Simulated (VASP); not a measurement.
# ZrS2 in VASP: a series of runs

One slab, ZrS2, is run at these levels: r2SCAN, PBE+D3(BJ); tasks: band structure, phonons.

All numbers are computed with VASP 6.6.1; they aren't measurements. Logs are shortened: lines on timing, memory, paths and dates and some standing lists are left out, and cuts for length are marked.

### 1 The slab as given

The cell holds a slab with vacuum, 6 atoms: a = 3.640 Å, b = 3.640 Å, c = 26.916 Å, α = 90.00°, β = 90.00°, γ = 120.00°.

### 2 Band structure, r2SCAN

The input, INCAR:

```
SYSTEM = ZrS2
ALGO     = All            ! electronic algorithm
AMIN     = 0.01         
DIPOL    = 0.5 0.5 0.500
EDIFF    = 1E-6           ! SCF threshold, eV
ENCUT    = 520            ! plane-wave cutoff, eV
IDIPOL   = 3            
ISIF     = 2              ! what is computed and relaxed
ISMEAR   = 0              ! smearing method
KPAR     = 2            
LASPH    = .TRUE.         ! aspherical terms in the spheres
LCHARG   = .FALSE.        ! write CHGCAR
LDIPOL   = .TRUE.       
LMAXMIX  = 4              ! l up to which the mixer works
LMIXTAU  = .TRUE.       
LREAL    = .FALSE.        ! projectors in reciprocal space
LVACPOTAV= .TRUE.       
LVHAR    = .TRUE.       
LWAVE    = .FALSE.        ! write WAVECAR
METAGGA  = R2SCAN         ! meta-GGA
NBANDS   = 33             ! bands
NELM     = 120            ! most SCF steps
PREC     = Accurate       ! precision mode
SIGMA    = 0.03           ! smearing width, eV
```

The input, KPOINTS:

```
k-points
0
G
  9 9 1
  0 0 0
```

The input, POSCAR:

```
ZrS2                                    
1.0
    3.6403333320     -0.0000000001      0.0000000000
   -1.8201666612      3.1526211406      0.0000000000
    0.0000000000      0.0000000000     26.9155419100
  S               Zr            
     4     2
Direct
     0.6666666699999979    0.3333333400000029    0.3388094538365256
     0.3333333300000021    0.6666666599999971    0.4473772933775485
     0.6666666699999979    0.3333333400000029    0.5526227066224515
     0.3333333300000021    0.6666666599999971    0.6611905461634744
     1.0000000000000000    1.0000000000000000    0.3931476996580518
     1.0000000000000000    1.0000000000000000    0.6068523003419481
```

The input, KPOINTS_OPT:

```
explicit points
67
Reciprocal
 0.0000000000  0.0000000000  0.0000000000 1
 0.0357142900  0.0000000000  0.0000000000 1
 0.0714285700  0.0000000000  0.0000000000 1
 0.1071428600  0.0000000000  0.0000000000 1
 0.1428571400  0.0000000000  0.0000000000 1
 0.1785714300  0.0000000000  0.0000000000 1
 0.2142857100  0.0000000000  0.0000000000 1
 0.2500000000  0.0000000000  0.0000000000 1
 0.2857142900  0.0000000000  0.0000000000 1
 0.3214285700  0.0000000000  0.0000000000 1
 0.3571428600  0.0000000000  0.0000000000 1
 0.3928571400  0.0000000000  0.0000000000 1
 0.4285714300  0.0000000000  0.0000000000 1
 0.4642857100  0.0000000000  0.0000000000 1
 0.5000000000  0.0000000000  0.0000000000 1
 0.4791666700  0.0416666700  0.0000000000 1
 0.4583333300  0.0833333300  0.0000000000 1
 0.4375000000  0.1250000000  0.0000000000 1
 0.4166666700  0.1666666700  0.0000000000 1
 0.3958333300  0.2083333300  0.0000000000 1
 0.3750000000  0.2500000000  0.0000000000 1
 0.3541666700  0.2916666700  0.0000000000 1
 0.3333333300  0.3333333300  0.0000000000 1
 0.3137254900  0.3137254900  0.0000000000 1
 0.2941176500  0.2941176500  0.0000000000 1
 0.2745098000  0.2745098000  0.0000000000 1
 0.2549019600  0.2549019600  0.0000000000 1
 0.2352941200  0.2352941200  0.0000000000 1
 0.2156862700  0.2156862700  0.0000000000 1
 0.1960784300  0.1960784300  0.0000000000 1
 0.1764705900  0.1764705900  0.0000000000 1
 0.1568627500  0.1568627500  0.0000000000 1
 0.1372549000  0.1372549000  0.0000000000 1
 0.1176470600  0.1176470600  0.0000000000 1
 0.0980392200  0.0980392200  0.0000000000 1
 0.0784313700  0.0784313700  0.0000000000 1
 0.0588235300  0.0588235300  0.0000000000 1
 0.0392156900  0.0392156900  0.0000000000 1
 0.0196078400  0.0196078400  0.0000000000 1
 0.0000000000  0.0000000000  0.0000000000 1
 0.0000000000  0.0000000000  0.0000000000 1
 0.0070500200 -0.0035250100  0.0000000000 1
-0.0070500200  0.0035250100  0.0000000000 1
 0.0205625600 -0.0102812800  0.0000000000 1
-0.0205625600  0.0102812800  0.0000000000 1
 0.0000000000  0.0061055000  0.0000000000 1
-0.0000000000 -0.0061055000  0.0000000000 1
 0.0000000000  0.0178077000  0.0000000000 1
-0.0000000000 -0.0178077000  0.0000000000 1
 0.5000000000  0.0000000000  0.0000000000 1
 0.5070500200 -0.0035250100  0.0000000000 1
 0.4929499800  0.0035250100  0.0000000000 1
 0.5205625600 -0.0102812800  0.0000000000 1
 0.4794374400  0.0102812800  0.0000000000 1
 0.5000000000  0.0061055000  0.0000000000 1
 0.5000000000 -0.0061055000  0.0000000000 1
 0.5000000000  0.0178077000  0.0000000000 1
 0.5000000000 -0.0178077000  0.0000000000 1
 0.3333333300  0.3333333300  0.0000000000 1
 0.3403833500  0.3298083200  0.0000000000 1
 0.3262833100  0.3368583400  0.0000000000 1
 0.3538958900  0.3230520500  0.0000000000 1
 0.3127707700  0.3436146100  0.0000000000 1
 0.3333333300  0.3394388300  0.0000000000 1
 0.3333333300  0.3272278300  0.0000000000 1
 0.3333333300  0.3511410300  0.0000000000 1
 0.3333333300  0.3155256300  0.0000000000 1
```

Potentials or basis: VASP PAW PBE potentials, release 64 (S, Zr_sv).

The run is started by

```sh
cat potpaw_PBE.64/S/POTCAR potpaw_PBE.64/Zr_sv/POTCAR > POTCAR
mpirun -np 2 vasp_std > vasp.out
```

OUTCAR:

```text
SYSTEM = ZrS2
   EDIFF = 1E-6
   ENCUT = 520
   ISIF = 2
   ISMEAR = 0
   LASPH = .TRUE.
   LREAL = .FALSE.
   METAGGA = R2SCAN
   NELM = 120
   PREC = Accurate

 ion  position               nearest neighbor table
   1  0.667  0.333  0.339-   5 2.56   5 2.56   5 2.56
   2  0.333  0.667  0.447-   5 2.56   5 2.56   5 2.56
   3  0.667  0.333  0.553-   6 2.56   6 2.56   6 2.56
   4  0.333  0.667  0.661-   6 2.56   6 2.56   6 2.56
   5  0.000  0.000  0.393-   2 2.56   2 2.56   2 2.56   1 2.56   1 2.56   1 2.56
   6  0.000  0.000  0.607-   3 2.56   3 2.56   3 2.56   4 2.56   4 2.56   4 2.56

  LATTYP: Found a hexagonal cell.
 ALAT       =     3.6403333320
 C/A-ratio  =     7.3937025693

  Lattice vectors:

 A1 = (   3.6403333320,  -0.0000000001,   0.0000000000)
 A2 = (  -1.8201666612,   3.1526211406,   0.0000000000)
 A3 = (   0.0000000000,   0.0000000000,  26.9155419100)

Analysis of symmetry for initial positions (statically):
=====================================================================
 Subroutine PRICEL returns:
 Original cell was already a primitive cell.

 Routine SETGRP: Setting up the symmetry group for a
 hexagonal supercell.

 Subroutine GETGRP returns: Found 12 space group operations
 (whereof 12 operations were pure point group operations)
 out of a pool of 24 trial point group operations.

The static configuration has the point symmetry D_3d.

Analysis of symmetry for dynamics (positions and initial velocities):
=====================================================================
 Subroutine PRICEL returns:
 Original cell was already a primitive cell.

 Routine SETGRP: Setting up the symmetry group for a
 hexagonal supercell.

 Subroutine GETGRP returns: Found 12 space group operations
 (whereof 12 operations were pure point group operations)
 out of a pool of 24 trial point group operations.

The dynamic configuration has the point symmetry D_3d.

 Subroutine INISYM returns: Found 12 space group operations
 (whereof 12 operations are pure point group operations),
 and found     1 'primitive' translations

----------------------------------------------------------------------------------------

                                     Primitive cell

  volume of cell :     308.8987

  direct lattice vectors                    reciprocal lattice vectors
[... 92 lines left out ...]
   PSTRESS=    0.0 pullay stress
   NELECT =      48.0000    total number of electrons
   NUPDOWN=      -1.0000    fix difference up-down
   EMIN   =  10.00;   EMAX   =-10.00  energy-range for DOS
   EFERMI =   0.00;   METHOD = LEGACY
   ISMEAR =     0;   SIGMA  =   0.03  broadening in eV -4-tet -1-fermi 0-gaus
   EFERMI_NEDOS =   21; number of points for ismear=-14 and -15
   IALGO  =     58    algorithm
   IMIX   =      4    mixing-type and parameters
     AMIX     =   0.40;   BMIX     =  1.00
     AMIX_MAG =   1.60;   BMIX_MAG =  1.00
  volume/ion in A,a.u.               =      51.48       347.43
  Fermi-wavevector in a.u.,A,eV,Ry     =   0.880136  1.663216 10.539614  0.774640
  Thomas-Fermi vector in A             =   2.000455
   LORBIT       =      0    0 simple, 1 ext, 2 COOP (PROOUT), +10 PAW based schemes
   METAGGA = R2SCAN    functional components
   LHFCALC =     F    Hartree Fock is set to
   AEXX    =    0.0000 exact exchange contribution
   IVDW    =     0    specifies the selected vdW correction
   LEPSILON=     F    determine dielectric tensor
   LRPA    =     F    only Hartree local field effects (RPA)
 non-spin polarized calculation
 Gauss-broadening in eV      SIGMA  =   0.03
  energy-cutoff  :      520.00
  volume of cell :      308.90
 maximum number of plane-waves:      8354
 NGX is ok and might be reduce to    28
   NGX = 13   NGY = 13   NGZ =101

 dipolmoment           0.000000      0.000000     -0.000000 electrons x Angstroem

 number of electron      48.0000002 magnetization

 dipolmoment           0.000000      0.000000      0.000000 electrons x Angstroem

 Free energy of the ion-electron system (eV)
  ---------------------------------------------------
  ext. energy  EPLUGINS =         0.00000000
  ---------------------------------------------------
  free energy    TOTEN  =       -88.21806029 eV

  energy without entropy =      -88.21806029  energy(sigma->0) =      -88.21806029

 E-fermi :  -1.5998     XC(G=0):  -4.6484

 val. band max:       -1.8345370755   @ k =   0.0000   0.0000   0.0000
 cond. band min:      -0.4786634885   @ k =   0.4444  -0.0000   0.0000
 fundamental gap:      1.3558735871
 Fermi energy:        -1.5998136759

 k-point     1 :       0.0000    0.0000    0.0000
  band No.  band energies     occupation
      1     -52.3485      2.00000
      2     -52.3485      2.00000
      3     -29.7137      2.00000
      4     -29.7132      2.00000
      5     -29.5483      2.00000
      6     -29.5483      2.00000
[... 421 lines left out ...]
     32       3.7552      0.00000
     33       4.1191      0.00000

------------------------ aborting loop because EDIFF is reached ----------------------------------------

 vacuum level on the upper side and lower side of the slab       (xc-potential included)        -0.010        -0.010

  FORCE on cell =-STRESS in cart. coord.  units (eV):
  Direction    XX          YY          ZZ          XY          YZ          ZX
  --------------------------------------------------------------------------------------
  -------------------------------------------------------------------------------------
  Total        1.9664256      1.9664256      0.4832304      0.0000000     -0.0000000      0.0000000
  in kB       10.1993394     10.1993394      2.5063907      0.0000000     -0.0000000      0.0000000
  external PRESSURE =       7.6350232 kB  Pullay stress =       0.0000000 kB

 VOLUME and BASIS-vectors are now :
 -----------------------------------------------------------------------------
  energy-cutoff  :      520.00
  volume of cell :      308.90
      direct lattice vectors                 reciprocal lattice vectors
     3.640333332 -0.000000000  0.000000000     0.274700119  0.158598187  0.000000000
    -1.820166661  3.152621141  0.000000000     0.000000000  0.317196376  0.000000000
     0.000000000  0.000000000 26.915541910     0.000000000  0.000000000  0.037153255

 POSITION                                       TOTAL-FORCE (eV/Angst)
 -----------------------------------------------------------------------------------
      1.82017      1.05087      9.11924        -0.000000     -0.000000      0.030274
      0.00000      2.10175     12.04140         0.000000     -0.000000     -0.127846
      1.82017      1.05087     14.87414         0.000000      0.000000      0.127846
      0.00000      2.10175     17.79630        -0.000000      0.000000     -0.030274
      0.00000      0.00000     10.58178         0.000000      0.000000     -0.078876
      0.00000      0.00000     16.33376         0.000000      0.000000      0.078876
 -----------------------------------------------------------------------------------
    total drift:                               -0.000000      0.000000      0.000000

  FREE ENERGIE OF THE ION-ELECTRON SYSTEM (eV)
  ---------------------------------------------------
  free  energy   TOTEN  =       -88.2180602925 eV

  energy  without entropy=      -88.2180602925  energy(sigma->0) =      -88.21806029

 vacuum level on the upper side and lower side of the slab         4.862         4.862
```

It took 12 min on 2 MPI ranks of Intel Xeon 6975P-C (Granite Rapids), shared host; peak memory 0.64 GiB.

Results:

```
Free energy                            : -88.2181 eV
Largest force                          : 0.128 eV/Å
Band gap on the k mesh                 : 1.36 eV, indirect (least direct gap 1.98 eV)
Band gap along the path                : 1.33 eV, indirect (least direct gap 1.98 eV)
Ionisation potential of the upper face : 6.70 eV
```

Forces on the atoms (eV/Å):
```
S    0.000  0.000  0.030
S    0.000  0.000 -0.128
S    0.000  0.000  0.128
S    0.000  0.000 -0.030
Zr   0.000  0.000 -0.079
Zr   0.000  0.000  0.079
```

Levels at points of the mesh, in eV from the valence-band top:
| k point | band 20 | band 21 | band 22 | band 23 | band 24 | band 25 | band 26 | band 27 | band 28 | band 29 |
| --- | --- | --- | --- | --- | --- | --- | --- | --- | --- | --- |
| (0.00, 0.00, 0.00) | -0.32 | -0.10 | -0.10 | 0.00 | 0.00 | 1.98 | 1.98 | 2.00 | 2.00 | 2.86 |

Caveat: the PAW data sets were made with another functional, which shifts forces and pressure a little. r2SCAN opens gaps a little over a GGA but as a rule still falls short of measured ones.

(Continued in part 2 of 2.)
